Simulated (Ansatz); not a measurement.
**HgSe under changes of volume**

One of the cells (28.067 Å³/atom); the others are scaled copies at fixed shape and fractional positions:

```
CELL_PARAMETERS angstrom
0.00000 3.03900 3.03900
3.03900 0.00000 3.03900
3.03900 3.03900 0.00000
ATOMIC_POSITIONS crystal
Hg 0.00000 0.00000 0.00000
Se 0.75000 0.75000 0.75000
```

| Item | Value |
| --- | --- |
| Program | Ansatz 0.2.0 |
| Functional | PBE |
| Potentials or basis | Ansatz PAW |
| Cutoff | 420 eV (not typed: the program's choice for these potentials) |
| k mesh | 8 × 8 × 8 |
| Occupations | fermi-dirac, width 0.05 eV |
| Spin | no spin polarisation |

```tsv
volume (Å³/atom)	energy over the lowest point (meV/atom)	pressure (GPa)
26.383	103.75	9.4
26.944	74.05	7.6
27.505	50.07	6.1
28.067	31.17	4.7
28.628	16.85	3.5
29.189	?	?
29.751	0.00	1.4
```

Q: What does the run at 29.189 Å³/atom give?

A: Energy over the lowest point 6.60 meV/atom; pressure 2.4 GPa.

Worked out: A Birch-Murnaghan fit of order 3 (a polynomial in V^(-2/3)) to the other rows has no minimum within the range. It gives 6.61 meV/atom at 29.189 Å³/atom, against the run's 6.60, and -dE/dV = 2.4 GPa, against 2.4.

Energies are extrapolated to zero smearing.
